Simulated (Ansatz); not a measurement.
Stoichiometric slabs of CoSi₂ (Fm-3m (No. 225)), cut along different planes. They are 9 to 12 Å thick, cut from the relaxed bulk and then relaxed; γ is the mean of both faces, φ the top face's.

```xyz
3
Lattice="0.0000 -2.6563 -2.6563 2.6563 0.0000 -2.6563 2.6563 -2.6563 0.0000" Properties=species:S:1:pos:R:3 pbc="T T T"
Co    0.0000    0.0000    0.0000
Si    1.3281   -1.3281   -1.3281
Si    3.9844   -3.9844   -3.9844
```

Level of theory: Ansatz 0.2.0, DFT PBEsol, scalar-relativistic, plane waves, PAW. Cutoff 420 eV, k spacing 0.19 to 0.25 Å⁻¹, dipole correction; spin where the bulk is magnetic.

```
              slab cell (Å²)  γ as cut (J/m²)  γ relaxed (J/m²)  φ (eV) bulk gap (eV)
      (111), Si/Si       12.2             1.78              1.73    5.07            0.0
(110), CoSi2/CoSi2       20.0             2.00              1.97    4.95            0.0
```

Q: Estimate γ for (100), Co/Si (cell 14.1 Å², bulk gap 0.0 eV).

A: 2.66 J/m² as cut and 2.62 J/m² relaxed, the highest of the 3.

Q: Which of these faces must appear on a crystal's equilibrium shape?

A: By Wulff's rule each face lies at a distance from the centre in proportion to its γ, so the lowest, (111), Si/Si at 1.73 J/m², lies nearest and is sure to appear among those computed; areas also depend on angles and on how many equivalent faces there are.

Where a slab's two faces differ, γ is their mean, each face has its own, which moves with the chemical potentials, and such polar cuts usually reconstruct, which these small cells can't show; the order above holds for the means.

Spin polarisation was left out, and a magnetic state may lie lower.